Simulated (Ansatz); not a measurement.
Runs of Ansatz 0.2.0 on Ti2C. The structure is trigonal, space group R-3m (No. 166). The conventional cell has a = 3.081 Å, b = 3.081 Å, c = 14.441 Å, α = 90.00°, β = 90.00°, γ = 120.00°. Around Ti (site symmetry 3m) lie 3 C at 2.11 Å. C (site symmetry -3m) has 6 Ti at 2.11 Å as nearest neighbours. The cell comes from a database or a generator and needn't be the stable form of this composition.

| task | level | cell | k mesh | cutoff (eV) | points for each segment of the path | atoms under strain | gap on the mesh (eV) | pressure (GPa) | V0 of scaled cells (Å³/atom) | B0 (GPa) | largest force (eV/Å) |
| --- | --- | --- | --- | --- | --- | --- | --- | --- | --- | --- | --- |
| band structure | r2SCAN | as given | 10 × 10 × 10 | 500 | 14 | - | none | (a) | - | - | 0.07 |
| equation of state | PBEsol | as given | 10 × 10 × 10 | 420 | - | - | - | - | 12.87 | 196 | - |
| equation of state | LDA | as given | 10 × 10 × 10 | 420 | - | - | - | - | 12.56 | 207 | - |
| elastic constants | PBEsol | as given | 8 × 8 × 8 | 420 | - | relaxed | none | -3.9 | - | - | - |
| equation of state | r2SCAN | as given | 10 × 10 × 10 | 500 | - | - | - | - | 13.16 | 192 | - |
| phonons | PBEsol | as given | 8 × 8 × 8 | 420 | - | - | none | - | - | - | - |
| single point | PBEsol | as given | 10 × 10 × 10 | 420 | - | - | none | -4.6 | - | - | 0.19 |
| single point | PBEsol | atoms moved at random, drawn with an rms of 0.05 Å | 10 × 10 × 10 | 420 | - | - | none | -4.5 | - | - | 0.65 |
| band structure | PBEsol | as given | 10 × 10 × 10 | 420 | 14 | - | none | -4.6 | - | - | 0.19 |
| band structure | LDA | as given | 10 × 10 × 10 | 420 | 14 | - | none | (b) | - | - | 0.38 |

Alike in all rows: potentials or basis Ansatz PAW; no spin polarisation; smearing fermi-dirac 0.05 eV.

Task: Estimate the missing entries.

Result: (a) -0.4; (b) -9.3.

Caveats: the PAW data sets come from PBE, with cores solved anew for the run's functional, which leaves a small shift of forces and pressure (some runs); the cell was scaled at fixed shape and fractional positions, which overstates the stiffness of a crystal with free parameters, most of all of layers and chains (some runs); the cell is more than 3 GPa from zero pressure, which shifts response properties (some runs); elastic constants of metals need much finer meshes, so these are rough (some runs); the PAW data sets were made with another functional, which shifts forces and pressure a little (some runs).

A gap of «none» marks a metal or a gap under the smearing width.
